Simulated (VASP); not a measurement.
The system is MgSe.

```
CELL_PARAMETERS angstrom
0.00000 2.75218 2.75218
2.75218 0.00000 2.75218
2.75218 2.75218 0.00000
ATOMIC_POSITIONS crystal
Mg 0.00000 0.00000 0.00000
Se 0.50000 0.50000 0.50000
```

The cell was built by a generator and needn't be a form met in nature.

Program: VASP 6.6.1. Alike in all runs: potentials or basis VASP PAW PBE potentials, release 64 (Mg, Se); no spin polarisation; cell as given; cutoff (eV) 520; smearing gaussian 0.02 eV. Hardware: 4 MPI ranks on AMD EPYC 9R45 96-Core Processor (Zen 5), on a shared host.

Order these runs on this cell by their wall time, lowest first.
A. task electrostatic potential; level r2SCAN; k mesh 8 × 8 × 8
B. task band structure; level PBE0; k mesh 6 × 6 × 6; grid for exact exchange (PRECFOCK) Fast; exchange at q = 0 truncated
C. task electrostatic potential; level HSE06; k mesh 6 × 6 × 6; grid for exact exchange (PRECFOCK) Fast; screening parameter 0.2 1/A
D. task electrostatic potential; level PBE; k mesh 8 × 8 × 8
E. task band structure; level PBE; k mesh 8 × 8 × 8

D (4.1 s), E (9.6 s), A (20 s), C (92 s), B (340 s).
